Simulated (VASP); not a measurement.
# Rb (I4/mmm) in VASP: a series of runs

One crystal, Rb, is run at these levels: PBE; tasks: electric field gradients.

Everything below comes from runs of VASP 6.6.1. Logs are shortened: lines on timing, memory, paths and dates and some standing lists are left out, and cuts for length are marked.

### Step 1. The cell of the first run

It takes space group I4/mmm (No. 139, tetragonal). Conventional cell: a = 5.640 Å, b = 5.640 Å, c = 5.556 Å, α = 90.00°, β = 90.00°, γ = 90.00°.

### Step 2. Electric field gradients, PBE (z stretched by -1 % at fixed volume, crystal datasets)

INCAR reads:

```
PREC = Accurate ; ENCUT = 520
EDIFF = 1E-8 ; ISMEAR = -1
SIGMA = 0.05 ; LREAL = F
LASPH = T ; NELM = 100
ALGO = Normal ; ISIF = 2
LWAVE = F ; LCHARG = F
GGA = PE ; LEFG = T
NBANDS = 10
```

KPOINTS reads:

```
Automatic mesh
0
Gamma
  8 8 8
```

POSCAR reads:

```
Rb
1.0
   -2.8201361097      2.8201361097      2.7779400000
    2.8201361097     -2.8201361097      2.7779400000
    2.8201361097      2.8201361097     -2.7779400000
Rb
1
Direct
    0.0000000000      0.0000000000      0.0000000000
```

Potentials or basis: VASP PAW PBE potentials, release 64 (Rb_sv).

Launch:

```bash
> cat potpaw_PBE.64/Rb_sv/POTCAR > POTCAR
> mpirun -np 1 vasp_std > vasp.out
```

OUTCAR:

```text
PREC = Accurate
   ENCUT = 520
   EDIFF = 1E-8
   ISMEAR = -1
   LREAL = F
   LASPH = T
   NELM = 100
   ISIF = 2
   GGA = PE

 ion  position               nearest neighbor table
   1  0.000  0.000  0.000-

  LATTYP: Found a body centered tetragonal cell.
 ALAT       =     5.6402722194
 C/A-ratio  =     0.9850375627

  Lattice vectors:

 A1 = (  -2.8201361097,   2.8201361097,   2.7779400000)
 A2 = (   2.8201361097,  -2.8201361097,   2.7779400000)
 A3 = (   2.8201361097,   2.8201361097,  -2.7779400000)

Analysis of symmetry for initial positions (statically):
=====================================================================
 Subroutine PRICEL returns:
 Original cell was already a primitive cell.

 Routine SETGRP: Setting up the symmetry group for a
 body centered tetragonal supercell.

 Subroutine GETGRP returns: Found 16 space group operations
 (whereof 16 operations were pure point group operations)
 out of a pool of 16 trial point group operations.

The static configuration has the point symmetry D_4h.

Analysis of symmetry for dynamics (positions and initial velocities):
=====================================================================
 Subroutine PRICEL returns:
 Original cell was already a primitive cell.

 Routine SETGRP: Setting up the symmetry group for a
 body centered tetragonal supercell.

 Subroutine GETGRP returns: Found 16 space group operations
 (whereof 16 operations were pure point group operations)
 out of a pool of 16 trial point group operations.

The dynamic configuration has the point symmetry D_4h.

 Subroutine INISYM returns: Found 16 space group operations
 (whereof 16 operations are pure point group operations),
 and found     1 'primitive' translations

----------------------------------------------------------------------------------------

                                     Primitive cell

  volume of cell :      88.3737

  direct lattice vectors                    reciprocal lattice vectors
    -2.820136110  2.820136110  2.777940000     0.000000000  0.177296407  0.179989489
     2.820136110 -2.820136110  2.777940000     0.177296407  0.000000000  0.179989489
     2.820136110  2.820136110 -2.777940000     0.177296407  0.177296407  0.000000000

  length of vectors
     4.860379203  4.860379203  4.860379203     0.252646457  0.252646457  0.250734984

  position of ions in fractional coordinates (direct lattice)
     0.000000000  0.000000000  0.000000000

  ion indices of the primitive-cell ions
   primitive index   ion index
                 1           1

----------------------------------------------------------------------------------------

 KPOINTS: Automatic mesh

Automatic generation of k-mesh.
 Grid dimensions read from file:
 generate k-points for:    8    8    8

 Generating k-lattice:

  Cartesian coordinates                     Fractional coordinates (reciprocal lattice)
     0.000000000  0.022162051  0.022498686     0.125000000 -0.000000000  0.000000000
     0.022162051  0.000000000  0.022498686    -0.000000000  0.125000000  0.000000000
     0.022162051  0.022162051  0.000000000     0.000000000  0.000000000  0.125000000

  Length of vectors
     0.031580807  0.031580807  0.031341873

  Shift w.r.t. Gamma in fractional coordinates (k-lattice)
     0.000000000  0.000000000  0.000000000

 Subroutine IBZKPT returns following result:
 ===========================================

 Found     59 irreducible k-points:

 Following reciprocal coordinates:
            Coordinates               Weight
  0.000000  0.000000  0.000000      1.000000
  0.125000 -0.000000  0.000000      8.000000
  0.250000 -0.000000  0.000000      8.000000
  0.375000 -0.000000  0.000000      8.000000
  0.500000 -0.000000  0.000000      4.000000
  0.125000  0.125000  0.000000      8.000000
[... 16 lines left out ...]
  0.250000  0.125000  0.125000     16.000000
  0.375000  0.125000  0.125000      8.000000
 [... further k-points ...]
   k-points           NKPTS =     59   k-points in BZ     NKDIM =     59   number of bands    NBANDS=     10
   number of dos      NEDOS =    301   number of ions     NIONS =      1
   total plane-waves  NPLWV =  46656
   dimension x,y,z NGX =    36 NGY =   36 NGZ =   36
   dimension x,y,z NGXF=    72 NGYF=   72 NGZF=   72
   ions per type =               1
   NGX,Y,Z   is equivalent  to a cutoff of  12.31, 12.31, 12.31 a.u.
   NGXF,Y,Z  is equivalent  to a cutoff of  24.63, 24.63, 24.63 a.u.
 SYSTEM =  unknown system
   PREC   = accura    normal or accurate (medium, high low for compatibility)
   ISTART =      0    job   : 0-new  1-cont  2-samecut
   ICHARG =      2    charge: 1-file 2-atom 10-const
   ISPIN  =      1    spin polarized calculation?
   LNONCOLLINEAR =      F non collinear calculations
   LSORBIT =      F    spin-orbit coupling
   LASPH  =      T    aspherical Exc in radial PAW
   ENCUT  =  520.0 eV  38.22 Ry    6.18 a.u.   9.04  9.04  9.04*2*pi/ulx,y,z
   NELM   =    100;   NELMIN=  2; NELMDL= -5     # of ELM steps
   EDIFF  = 0.1E-07   stopping-criterion for ELM
   LREAL  =      F    real-space projection
   EDIFFG = 0.1E-06   stopping-criterion for IOM
   NSW    =      0    number of steps for IOM
   IBRION =     -1    ionic relax: 0-MD 1-quasi-New 2-CG
   NFREE  =      0    steps in history (QN), initial steepest desc. (CG)
   ISIF   =      2    stress and relaxation
   ISYM   =      2    0-nonsym 1-usesym 2-fastsym
   POTIM  = 0.5000    time-step for ionic-motion
   TEBEG  =    0.0;   TEEND  =   0.0 temperature during run
   PSTRESS=    0.0 pullay stress
   NELECT =       9.0000    total number of electrons
   NUPDOWN=      -1.0000    fix difference up-down
   EMIN   =  10.00;   EMAX   =-10.00  energy-range for DOS
   EFERMI =   0.00;   METHOD = LEGACY
   ISMEAR =    -1;   SIGMA  =   0.05  broadening in eV -4-tet -1-fermi 0-gaus
   EFERMI_NEDOS =   21; number of points for ismear=-14 and -15
   IALGO  =     38    algorithm
   IMIX   =      4    mixing-type and parameters
     AMIX     =   0.40;   BMIX     =  1.00
     AMIX_MAG =   1.60;   BMIX_MAG =  1.00
  volume/ion in A,a.u.               =      88.37       596.38
  Fermi-wavevector in a.u.,A,eV,Ry     =   0.764507  1.444708  7.952205  0.584471
  Thomas-Fermi vector in A             =   1.864423
   LORBIT       =      0    0 simple, 1 ext, 2 COOP (PROOUT), +10 PAW based schemes
   GGA     = PE    functional components
   LHFCALC =     F    Hartree Fock is set to
   AEXX    =    0.0000 exact exchange contribution
   IVDW    =     0    specifies the selected vdW correction
   LEPSILON=     F    determine dielectric tensor
   LRPA    =     F    only Hartree local field effects (RPA)
 non-spin polarized calculation
  energy-cutoff  :      520.00
  volume of cell :       88.37
 maximum number of plane-waves:      2414
   NGX = 19   NGY = 19   NGZ = 19

 number of electron       9.0000000 magnetization

 Free energy of the ion-electron system (eV)
  ---------------------------------------------------
  ext. energy  EPLUGINS =         0.00000000
  ---------------------------------------------------
  free energy    TOTEN  =        -0.93456680 eV

  energy without entropy =       -0.92389011  energy(sigma->0) =       -0.92922845

 E-fermi :   0.1001     XC(G=0):  -5.5372

 val. band max:        0.0778543078   @ k =   0.2500   0.2500   0.0000
 cond. band min:       0.1420710238   @ k =   0.5000   0.3750   0.0000
 fundamental gap:      0.0642167160
 Fermi energy:         0.1000726700

 k-point     1 :       0.0000    0.0000    0.0000
  band No.  band energies     occupation
      1     -28.8085      2.00000
      2     -12.8478      2.00000
      3     -12.8478      2.00000
      4     -12.8478      2.00000
      5      -1.9325      2.00000
      6       3.7332      0.00000
      7       3.8115      0.00000
      8       3.8115      0.00000
      9       4.6840      0.00000
     10       4.7933      0.00000

 k-point     2 :       0.1250   -0.0000    0.0000
  band No.  band energies     occupation
      1     -28.8078      2.00000
      2     -12.8637      2.00000
      3     -12.8531      2.00000
      4     -12.8479      2.00000
      5      -1.7430      2.00000
      6       3.4823      0.00000
      7       3.5217      0.00000
      8       3.9497      0.00000
      9       4.4991      0.00000
     10       4.6607      0.00000
[... 274 lines left out ...]
 k-point    24 :       0.3750    0.1250    0.1250
  band No.  band energies     occupation
      1     -28.8036      2.00000
      2     -12.9376      2.00000
      3     -12.8913      2.00000
      4     -12.8632      2.00000
      5       0.7081      0.00001
      6       1.0041      0.00000
      7       2.0852      0.00000
      8       3.8172      0.00000
      9       5.2628      0.00000
     10       5.4491      0.00000

 [... further k-points ...]

------------------------ aborting loop because EDIFF is reached ----------------------------------------

  FORCE on cell =-STRESS in cart. coord.  units (eV):
  Direction    XX          YY          ZZ          XY          YZ          ZX
  --------------------------------------------------------------------------------------
  -------------------------------------------------------------------------------------
  Total        0.0551130      0.0551130      0.0528609      0.0000000      0.0000000      0.0000000
  in kB        0.9991744      0.9991744      0.9583461      0.0000000      0.0000000      0.0000000
  external PRESSURE =       0.9855649 kB  Pullay stress =       0.0000000 kB

 VOLUME and BASIS-vectors are now :
 -----------------------------------------------------------------------------
  energy-cutoff  :      520.00
  volume of cell :       88.37
      direct lattice vectors                 reciprocal lattice vectors
    -2.820136110  2.820136110  2.777940000     0.000000000  0.177296407  0.179989489
     2.820136110 -2.820136110  2.777940000     0.177296407  0.000000000  0.179989489
     2.820136110  2.820136110 -2.777940000     0.177296407  0.177296407  0.000000000

 POSITION                                       TOTAL-FORCE (eV/Angst)
 -----------------------------------------------------------------------------------
      0.00000      0.00000      0.00000        -0.000000      0.000000     -0.000000
 -----------------------------------------------------------------------------------
    total drift:                               -0.000000     -0.000000      0.000000

  FREE ENERGIE OF THE ION-ELECTRON SYSTEM (eV)
  ---------------------------------------------------
  free  energy   TOTEN  =        -0.9345668021 eV

  energy  without entropy=       -0.9238901060  energy(sigma->0) =       -0.92922845

 Electric field gradients (V/A^2)
---------------------------------------------------------------------
 ion       V_xx      V_yy      V_zz      V_xy      V_xz      V_yz
---------------------------------------------------------------------
   1      -0.061    -0.061     0.123     0.000     0.000     0.000
---------------------------------------------------------------------

 Electric field gradients after diagonalization (V/A^2)
 (convention: |V_zz| > |V_xx| > |V_yy|)
----------------------------------------------------------------------
 ion       V_xx      V_yy      V_zz     asymmetry (V_yy - V_xx)/ V_zz
----------------------------------------------------------------------
   1      -0.062    -0.061     0.123       0.001
----------------------------------------------------------------------

           NMR quadrupolar parameters

 Cq : quadrupolar parameter    Cq=e*Q*V_zz/h
 eta: asymmetry parameters     (V_yy - V_xx)/ V_zz
 Q  : nuclear electric quadrupole moment in mb (millibarn)
----------------------------------------------------------------------
 ion       Cq(MHz)       eta       Q (mb)
----------------------------------------------------------------------
   1       0.000       0.001       1.000
----------------------------------------------------------------------
```

It took 31 s on 1 thread of AMD EPYC 9R14 (Zen 4), shared host; peak memory 0.18 GiB.

Results:

```yaml
Free_energy: -0.9346 eV
Pressure: 0.1 GPa
Band_gap_on_the_k_mesh: none (metal or under the smearing width)
```

Electric field gradients, principal values (V/Å²):
| atom | Vxx | Vyy | Vzz |
| --- | --- | --- | --- |
| 1 Rb | -0.061 | -0.062 | 0.123 |

### Step 3. Electric field gradients, PBE (equal xy, yz and zx shear strains of -3 %)

INCAR reads:

```
SYSTEM = Rb
PREC = Accurate ; ENCUT = 520
EDIFF = 1E-8 ; ISMEAR = -1
SIGMA = 0.05 ; LREAL = .FALSE.
LASPH = .TRUE. ; NELM = 60
ALGO = Normal ; ISIF = 2
LWAVE = .FALSE. ; LCHARG = .FALSE.
GGA = PE ; LEFG = .TRUE.
NBANDS = 10
```

KPOINTS reads:

```
regular mesh
0
G
  8 8 8
  0 0 0
```

POSCAR reads:

```
Rb
1.0
   -2.8901800000      2.8060000000      2.8060000000
    2.8060000000     -2.8901800000      2.8060000000
    2.8060000000      2.8060000000     -2.8901800000
Rb
1
Direct
    0.0000000000      0.0000000000      0.0000000000
```

Potentials or basis: VASP PAW PBE potentials, release 64 (Rb_sv).

Launch:

```bash
> cat potpaw_PBE.64/Rb_sv/POTCAR > POTCAR
> mpirun -np 1 vasp_std > vasp.out
```

OUTCAR:

```text
SYSTEM = Rb
   PREC = Accurate
   ENCUT = 520
   EDIFF = 1E-8
   ISMEAR = -1
   LREAL = .FALSE.
   LASPH = .TRUE.
   NELM = 60
   ISIF = 2
   GGA = PE

 ion  position               nearest neighbor table
   1  0.000  0.000  0.000-

  LATTYP: Found a trigonal (rhomboedric) cell.
 ALAT       =     4.9092170896
 COS(alpha) =    -0.3463033748

  Lattice vectors:

 A1 = (  -2.8901800000,   2.8060000000,   2.8060000000)
[... 520 lines left out ...]
    total drift:                               -0.000000     -0.000000     -0.000000

  FREE ENERGIE OF THE ION-ELECTRON SYSTEM (eV)
  ---------------------------------------------------
  free  energy   TOTEN  =        -0.9335655437 eV

  energy  without entropy=       -0.9235066803  energy(sigma->0) =       -0.92853611

 Electric field gradients (V/A^2)
---------------------------------------------------------------------
 ion       V_xx      V_yy      V_zz      V_xy      V_xz      V_yz
---------------------------------------------------------------------
   1       0.000    -0.000    -0.000     1.506     1.506     1.506
---------------------------------------------------------------------

 Electric field gradients after diagonalization (V/A^2)
 (convention: |V_zz| > |V_xx| > |V_yy|)
----------------------------------------------------------------------
 ion       V_xx      V_yy      V_zz     asymmetry (V_yy - V_xx)/ V_zz
----------------------------------------------------------------------
   1      -1.506    -1.506     3.012       0.000
----------------------------------------------------------------------

           NMR quadrupolar parameters

 Cq : quadrupolar parameter    Cq=e*Q*V_zz/h
 eta: asymmetry parameters     (V_yy - V_xx)/ V_zz
 Q  : nuclear electric quadrupole moment in mb (millibarn)
----------------------------------------------------------------------
 ion       Cq(MHz)       eta       Q (mb)
----------------------------------------------------------------------
   1       0.007       0.000       1.000
----------------------------------------------------------------------
```

OSZICAR:

```text
N       E                     dE             d eps       ncg     rms          rms(c)
DAV:   1     0.433170810308E+02    0.43317E+02   -0.33920E+03  1300   0.667E+02
DAV:   2     0.176359113309E+01   -0.41553E+02   -0.40554E+02  1448   0.127E+02
DAV:   3    -0.828300764390E+00   -0.25919E+01   -0.25852E+01  1794   0.325E+01
DAV:   4    -0.930449539538E+00   -0.10215E+00   -0.10182E+00  1762   0.550E+00
DAV:   5    -0.932213652281E+00   -0.17641E-02   -0.17635E-02  1816   0.649E-01    0.128E+00
DAV:   6    -0.932606409978E+00   -0.39276E-03   -0.20137E-03  1782   0.252E-01    0.773E-01
DAV:   7    -0.933446015159E+00   -0.83961E-03   -0.32588E-03  1560   0.326E-01    0.482E-02
DAV:   8    -0.933554131351E+00   -0.10812E-03   -0.12526E-04  1522   0.880E-02    0.183E-02
DAV:   9    -0.933565771790E+00   -0.11640E-04   -0.12059E-05  1762   0.264E-02    0.502E-03
DAV:  10    -0.933565499701E+00    0.27209E-06   -0.36832E-06  1800   0.106E-02    0.113E-03
DAV:  11    -0.933565539603E+00   -0.39902E-07   -0.12608E-07  1760   0.217E-03    0.513E-04
DAV:  12    -0.933565543672E+00   -0.40691E-08   -0.15444E-08  1454   0.611E-04
   1 F= -.93356554E+00 E0= -.92853611E+00  d E =-.100589E-01
```

Run time: 43 s. Hardware: 1 thread of AMD EPYC 9R14 (Zen 4), shared host; peak memory 0.21 GiB.

Results:

* Free energy: -0.9336 eV
* Pressure: 0.1 GPa
* Band gap on the k mesh: none (metal or under the smearing width)

Levels at points of the mesh, in eV from the Fermi level:
```
           k point  band 1  band 2  band 3  band 4  band 5  band 6  band 7  band 8  band 9
(0.00, 0.00, 0.00)  -28.91  -12.95  -12.95  -12.94   -2.03    3.55    3.73    3.73    4.68
(0.50, 0.00, 0.00)  -28.90  -13.06  -12.99  -12.95    0.27    0.86    2.57    4.21    5.16
(0.50, 0.50, 0.00)  -28.90  -13.05  -12.98  -12.95    0.16    0.71    2.56    4.40    5.22
(0.50, 0.50, 0.50)  -28.90  -13.04  -13.02  -13.02    1.22    1.22    3.30    3.30    3.34
```

Electric field gradients, principal values (V/Å²):
| atom | Vxx | Vyy | Vzz |
| --- | --- | --- | --- |
| 1 Rb | -1.506 | -1.506 | 3.012 |
